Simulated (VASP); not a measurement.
# HfO₂: relaxed cell and band gap, by functional

HfO₂, Fm-3m (no. 225), 3 atoms in the cell.

| Functional | Volume (Å³/atom) | Change from the starting volume (fraction) | Gap, path and mesh (eV) | Time (s) |
|---|---|---|---|---|
| XC = PBE_X PBE_C, XC_C = 1 0 | 11.90 | 0.067 | 3.65 | 32 |
| XC = PBE_X PBE_C, XC_C = 1 0.5 | 11.37 | 0.019 | 3.74 | 30 |
| XC = PBE_X PBE_C, XC_C = 1 1 | 10.87 | -0.026 | 3.80 | 32 |
| XC = PBE_X PBE_C, XC_C = 1 1.5 | 10.40 | -0.067 | 3.84 | 31 |

Limits: Spin-orbit coupling is left out, and with elements this heavy it changes the gap.

## Input of the first row

INCAR.step1:
```
PREC = Accurate
ENCUT = 600
EDIFF = 1E-7
ISMEAR = 0
SIGMA = 0.02
LREAL = False
LASPH = True
GGA_COMPAT = False
ALGO = Normal
NELM = 150
ISIF = 3
LWAVE = False
LCHARG = False
XC = PBE_X PBE_C
XC_C = 1 0
IBRION = 2
EDIFFG = -0.005
NSW = 60
KPAR = 2
```

INCAR.step2, as INCAR.step1 but for:
```
- NSW = 60
+ NSW = 40
```

INCAR.step3, as INCAR.step2 but for:
```
- ISIF = 3
- IBRION = 2
- EDIFFG = -0.005
- NSW = 40
+ ISIF = 2
+ NBANDS = 18
```

KPOINTS:
```
k-points
0
Gamma
  7 7 7
```

KPOINTS_OPT:
```
path GXWKGLUWLK,UX
8
line-mode
reciprocal
 0.0000000000  0.0000000000  0.0000000000  G
 0.5000000000  0.0000000000  0.5000000000  X

 0.5000000000  0.0000000000  0.5000000000  X
 0.5000000000  0.2500000000  0.7500000000  W

 0.5000000000  0.2500000000  0.7500000000  W
 0.3750000000  0.3750000000  0.7500000000  K

 0.3750000000  0.3750000000  0.7500000000  K
 0.0000000000  0.0000000000  0.0000000000  G

 0.0000000000  0.0000000000  0.0000000000  G
 0.5000000000  0.5000000000  0.5000000000  L

 0.5000000000  0.5000000000  0.5000000000  L
 0.6250000000  0.2500000000  0.6250000000  U

 0.6250000000  0.2500000000  0.6250000000  U
 0.5000000000  0.2500000000  0.7500000000  W

 0.5000000000  0.2500000000  0.7500000000  W
 0.5000000000  0.5000000000  0.5000000000  L

 0.5000000000  0.5000000000  0.5000000000  L
 0.3750000000  0.3750000000  0.7500000000  K

 0.6250000000  0.2500000000  0.6250000000  U
 0.5000000000  0.0000000000  0.5000000000  X
```

POSCAR.step1:
```
HfO2
1.0
    0.0000000000      2.5575000000      2.5575000000
    2.5575000000      0.0000000000      2.5575000000
    2.5575000000      2.5575000000      0.0000000000
Hf O
1 2
Direct
    0.0000000000      0.0000000000      0.0000000000
    0.7500000000      0.7500000000      0.7500000000
    0.2500000000      0.2500000000      0.2500000000
```

Commands (each step's output is kept before the next begins):
```
cat potpaw_PBE.64/Hf_pv/POTCAR potpaw_PBE.64/O/POTCAR > POTCAR
cp INCAR.step1 INCAR
cp POSCAR.step1 POSCAR
mpirun -np 2 vasp_std > vasp.out
cp CONTCAR POSCAR
rm WAVECAR CHG
cp INCAR.step2 INCAR
mpirun -np 2 vasp_std > vasp.out
cp CONTCAR POSCAR
rm WAVECAR CHG
cp INCAR.step3 INCAR
mpirun -np 2 vasp_std > vasp.out
```

Changes of the last row against the first:
```
(all steps)
- XC_C = 1 0
+ XC_C = 1 1.5
```

VASP 6.6.1 took 32 s on 2 cores (Intel Xeon 6975P-C (Granite Rapids)), a shared host.
